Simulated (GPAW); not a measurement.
# Zn (Im-3m) in GPAW: single point with PBE

Aim: the single point of Zn with PBE.

All numbers are computed with GPAW 26.7.0; they aren't measurements. Logs are shortened: lines on timing, memory, paths and dates and some standing lists are left out, and cuts for length are marked. The log counts tension as positive stress, the text compression.

## 1. Starting point

The structure is cubic, space group Im-3m (No. 229). The conventional cell has a = 3.138 Å, b = 3.138 Å, c = 3.138 Å, α = 90.00°, β = 90.00°, γ = 90.00°. Around Zn (site symmetry m-3m) lie 8 Zn at 2.72 Å.

This isn't the form of Zn at room conditions, which is hcp.

## 2. Single point, PBE

run.py

```python
from ase.dft.bandgap import bandgap
from ase.io import read, write
from ase.units import GPa
from gpaw import GPAW, PW

atoms = read('POSCAR')

calc = GPAW(mode=PW(500),
            xc='PBE',
            kpts={'size': (10, 10, 10), 'gamma': True},
            occupations={'name': 'fermi-dirac', 'width': 0.05},
            nbands=13,
            maxiter=120,
            txt='gpaw.txt')
atoms.calc = calc
energy = atoms.get_potential_energy()
forces = atoms.get_forces()
stress = atoms.get_stress()
calc.write('gs.gpw')
write('result.traj', atoms)
print(f'Energy: {energy:.6f} eV')
print('Forces (eV/A):')
print(forces.round(4))
print('Stress (GPa):', (stress / GPa).round(3))
print('Fermi level:', round(calc.get_fermi_level(), 4), 'eV')
print(f'Gap: {bandgap(calc)[0]:.4f} eV, direct: {bandgap(calc, direct=True)[0]:.4f} eV')
```

POSCAR

```
Zn
1.0
   -1.5690370000      1.5690370000      1.5690370000
    1.5690370000     -1.5690370000      1.5690370000
    1.5690370000      1.5690370000     -1.5690370000
Zn
1
Direct
    0.0000000000      0.0000000000      0.0000000000
```

Potentials or basis: GPAW PAW data sets (gpaw-data 1.2.1), pw.

On the command line:

```
> OMP_NUM_THREADS=1 python run.py
```

gpaw.txt:

```text
__  _  _
 | _ |_)|_||  |
 |__||  | ||/\| - 26.7.0

Input parameters:
  mode=PW(ecut=500.0),
  kpts=MonkhorstPack(size=(10, 10, 10), gamma=True),
  maxiter=120,
  nbands=13,
  occupations=Occupations(name='fermi-dirac', width=0.05),
  xc=XC(name='PBE')

Diagonalizing LCAO Hamiltonian
Converting LCAO to pw mode

       Zn

Atoms  # Å, Bohr magnetons
|   | symbol |        x |        y |        z |    initial magnetic moments |
|---|--------|----------|----------|----------|-----------------------------|
| 0 |     Zn | 0.000000 | 0.000000 | 0.000000 | ( 0.0000,  0.0000,  0.0000) |

Unit cell  # Å
| periodic |         x |         y |         z |  lengths |     angles |
|----------|-----------|-----------|-----------|----------|------------|
|      yes | -1.569037 |  1.569037 |  1.569037 | 2.717652 | 109.471221 |
|      yes |  1.569037 | -1.569037 |  1.569037 | 2.717652 | 109.471221 |
|      yes |  1.569037 |  1.569037 | -1.569037 | 2.717652 | 109.471221 |

Number of symmetries: 48
Symmetry operations  # r_c * U_cc + t_c -> r_c
|    | kind |            matrix            |
|----|------|------------------------------|
|  0 |  σ   |  1, 1, 1,  0, 0,-1,  0,-1, 0 |
|  1 |  C4  |  1, 1, 1,  0, 0,-1, -1, 0, 0 |
|  2 |  C2  |  1, 1, 1,  0,-1, 0,  0, 0,-1 |
|  3 |  S6  |  1, 1, 1,  0,-1, 0, -1, 0, 0 |
|  4 |  S6  |  1, 1, 1, -1, 0, 0,  0, 0,-1 |
|  5 |  C4  |  1, 1, 1, -1, 0, 0,  0,-1, 0 |
|  6 |  E   |  1, 0, 0,  0, 1, 0,  0, 0, 1 |
|  7 |  σ   |  1, 0, 0,  0, 1, 0, -1,-1,-1 |
|  8 |  σ   |  1, 0, 0,  0, 0, 1,  0, 1, 0 |
|  9 |  C3  |  1, 0, 0,  0, 0, 1, -1,-1,-1 |
| 10 |  C3  |  1, 0, 0, -1,-1,-1,  0, 1, 0 |
| 11 |  σ   |  1, 0, 0, -1,-1,-1,  0, 0, 1 |
| 12 |  σ   |  0, 1, 0,  1, 0, 0,  0, 0, 1 |
| 13 |  C2  |  0, 1, 0,  1, 0, 0, -1,-1,-1 |
| 14 |  C3  |  0, 1, 0,  0, 0, 1,  1, 0, 0 |
| 15 |  S4  |  0, 1, 0,  0, 0, 1, -1,-1,-1 |
| 16 |  S4  |  0, 1, 0, -1,-1,-1,  1, 0, 0 |
| 17 |  C3  |  0, 1, 0, -1,-1,-1,  0, 0, 1 |
| 18 |  C3  |  0, 0, 1,  1, 0, 0,  0, 1, 0 |
| 19 |  S4  |  0, 0, 1,  1, 0, 0, -1,-1,-1 |
| 20 |  σ   |  0, 0, 1,  0, 1, 0,  1, 0, 0 |
| 21 |  C3  |  0, 0, 1,  0, 1, 0, -1,-1,-1 |
| 22 |  C2  |  0, 0, 1, -1,-1,-1,  1, 0, 0 |
| 23 |  S4  |  0, 0, 1, -1,-1,-1,  0, 1, 0 |
| 24 |  C4  |  0, 0,-1,  1, 1, 1,  0,-1, 0 |
| 25 |  σ   |  0, 0,-1,  1, 1, 1, -1, 0, 0 |
| 26 |  S6  |  0, 0,-1,  0,-1, 0,  1, 1, 1 |
| 27 |  C2  |  0, 0,-1,  0,-1, 0, -1, 0, 0 |
| 28 |  C4  |  0, 0,-1, -1, 0, 0,  1, 1, 1 |
| 29 |  S6  |  0, 0,-1, -1, 0, 0,  0,-1, 0 |
| 30 |  S6  |  0,-1, 0,  1, 1, 1,  0, 0,-1 |
| 31 |  C4  |  0,-1, 0,  1, 1, 1, -1, 0, 0 |
| 32 |  C4  |  0,-1, 0,  0, 0,-1,  1, 1, 1 |
| 33 |  S6  |  0,-1, 0,  0, 0,-1, -1, 0, 0 |
| 34 |  σ   |  0,-1, 0, -1, 0, 0,  1, 1, 1 |
| 35 |  C2  |  0,-1, 0, -1, 0, 0,  0, 0,-1 |
| 36 |  C2  | -1, 0, 0,  1, 1, 1,  0, 0,-1 |
| 37 |  S6  | -1, 0, 0,  1, 1, 1,  0,-1, 0 |
| 38 |  S6  | -1, 0, 0,  0, 0,-1,  1, 1, 1 |
| 39 |  C2  | -1, 0, 0,  0, 0,-1,  0,-1, 0 |
| 40 |  C2  | -1, 0, 0,  0,-1, 0,  1, 1, 1 |
| 41 |  i   | -1, 0, 0,  0,-1, 0,  0, 0,-1 |
| 42 |  S4  | -1,-1,-1,  1, 0, 0,  0, 1, 0 |
| 43 |  C3  | -1,-1,-1,  1, 0, 0,  0, 0, 1 |
| 44 |  C3  | -1,-1,-1,  0, 1, 0,  1, 0, 0 |
| 45 |  σ   | -1,-1,-1,  0, 1, 0,  0, 0, 1 |
| 46 |  S4  | -1,-1,-1,  0, 0, 1,  1, 0, 0 |
| 47 |  C2  | -1,-1,-1,  0, 0, 1,  0, 1, 0 |

BZ-sampling:
  Number of BZ points: 1000
  Number of IBZ points: 47

  Monkhorst-Pack size: [10, 10, 10]
  Monkhorst-Pack shift: [0.05, 0.05, 0.05]

K-points  # in reciprocal-cell coordinates
|     |                                coordinates |     weight |
|-----|--------------------------------------------|------------|
|   0 | (  0.00000000,   0.00000000,   0.00000000) | 0.00100000 |
|   1 | (  0.10000000,   0.00000000,   0.00000000) | 0.01200000 |
|   2 | (  0.10000000,   0.10000000,  -0.10000000) | 0.00600000 |
|   3 | (  0.20000000,   0.00000000,  -0.10000000) | 0.02400000 |
|   4 | (  0.20000000,   0.00000000,   0.00000000) | 0.01200000 |
|   5 | (  0.20000000,   0.10000000,  -0.10000000) | 0.02400000 |
|   6 | (  0.20000000,   0.20000000,  -0.20000000) | 0.00600000 |
|   7 | (  0.30000000,  -0.10000000,  -0.10000000) | 0.00800000 |
|   8 | (  0.30000000,   0.00000000,  -0.10000000) | 0.04800000 |
|   9 | (  0.30000000,   0.00000000,   0.00000000) | 0.01200000 |
| ... |                                            |            |
|  46 | (  0.50000000,   0.50000000,   0.50000000) | 0.00100000 |

Plane wave coefficients: 406
Cutoff: 500.0 eV

Spin-components: 1 (collinear spins)
Bands:           13
Projectors:      6
Spin-degeneracy: 2
Datatype:        complex128

Parallelization:
  kpt:    1
  domain: 1
  band:   1

Density:
  Valence electrons: 12.0
  Components: 1
  Grid points: [15 15 15]
  Charge: 0.0  # |e|

Potential:
  Grid points: [15 15 15]

species:
  Zn:
    name:    Zinc
    Z:       30.0
    valence: 12
    core:    18
    charge:  0.0  # [|e|]
    compensation charges:
      type: gauss
      rc: 0.37  # [Å]
      lmax: 2
    cutoffs:
      filter: 2.14  # [Å]
      core: 2.28  # [Å]
    projectors
    | kind |    occ | energy [eV] | rcut [Å] |
    |------|--------|-------------|----------|
    |   4s |  2.000 |      -5.977 |    1.286 |
    |   4p |  0.000 |      -1.117 |    1.270 |
    |   3d | 10.000 |     -10.142 |    1.180 |
    |    s |        |      21.234 |    1.286 |
    |    p |        |      26.095 |    1.270 |
    |    d |        |      17.070 |    1.180 |

    Using partial waves for Zn as LCAO basis

Reference energy: -48861.326653  # eV

eigensolver:
  PPCG
  Converge bands: occupied
  niter=2

density mixing:
  MSR1-Mixer
  Pratt-step length: 0.05
  Maximum mixing coefficient: 0.75
  Old densities: 10
  SVD Regularization: 0.005
  Good broyden scale: 1.0
  Trust region scale: 1.0
  Backstep threshold: 4.0
  History deletion threshold: 6.0
  Fourier metric: weight=20.0, sigma=0.015

occupation numbers:
  Fermi-Dirac:
    width: 0.0500  # eV

poisson solver:
  ecut: 4000.0  # eV

xc functional:
  name: PBE with 2 nearest neighbor stencil

convergence criteria:
- Maximum [total energy] change in last 3 cyles: 0.0005 eV / valence electron
- Maximum integral of absolute [dens]ity change: 0.0001 electrons / valence electron
- Maximum integral of absolute [eigenst]ate change: 4e-08 eV^2 / valence electron
maximum number of iterations: 120

SCF iterations
|iter     | |      energy | eigst |  dens |
|---------|-|-------------|-------|-------|
|iter:   1| |   -1.181165 | -0.14 |       |
|iter:   2| |   -1.159326 | -3.08 | -1.43 |
|iter:   3| |   -1.107875 | -1.98 | -1.47 |
|iter:   4| |   -1.109783 | -3.47 | -1.91 |
|iter:   5| |   -1.110140c| -3.39 | -2.27 |
|iter:   6| |   -1.110165c| -5.44 | -3.76 |
|iter:   7| |   -1.110171c| -5.88 | -3.81 |
|iter:   8| |   -1.110171c| -8.60c| -5.06c|

Converged in 8 steps
Energy contributions relative to reference atoms: (reference = -48861.326653)

Energy contributions:
  Kinetic:          -0.928576
  Coulomb:           2.520853
  Zero:             -0.022023
  External:          0.000000
  Xc:               -2.678544
  Entropy:          -0.003762
  Spinorbit:         0.000000
  ----------------------------
  Free energy:      -1.112052
  Extrapolated:     -1.110171

dipole moment: (-3.013332, -3.013332, -3.013332)  # |e|*Ang

Fermi level: 6.791
Eigenvalues  # (at kpt = [0.000, 0.000, 0.000])
| band index |      eig [eV] | occ [0-2] |
|------------|---------------|-----------|
|          0 |        -3.743 |     2.000 |
|          1 |        -1.127 |     2.000 |
|          2 |        -1.127 |     2.000 |
|          3 |        -1.127 |     2.000 |
|          4 |        -0.637 |     2.000 |
|          5 |        -0.637 |     2.000 |
|          6 |        25.545 |     0.000 |
|          7 |        25.545 |     0.000 |
|          8 |        25.545 |     0.000 |
|          9 |        27.071 |     0.000 |
|         10 |        27.071 |     0.000 |
|         11 |        27.071 |     0.000 |
|         12 |        28.506 |     0.000 |

No gap
No difference between direct/indirect transitions

Forces  # eV/Ang
|        x |       y |       z |
|----------|---------|---------|
| -0.00000 | 0.00000 | 0.00000 |  # Zn   0

Stress tensor  # eV/Ang^3
|         x |         y |         z |
|-----------|-----------|-----------|
|  0.006201 | -0.000000 | -0.000000 |
| -0.000000 |  0.006201 |  0.000000 |
| -0.000000 |  0.000000 |  0.006201 |

# Writing to gs.gpw (mode='')
```

Run time: 6.5 s. Hardware: 1 thread of Arm Neoverse V1, shared host; peak memory 0.12 GiB.

Results:

* Free energy: -1.1121 eV
* Pressure: -1.0 GPa
* Band gap on the k mesh: none (metal or under the smearing width)

Caveat: the cutoff is short for stress and forces, so pressures can be off by a GPa or more.
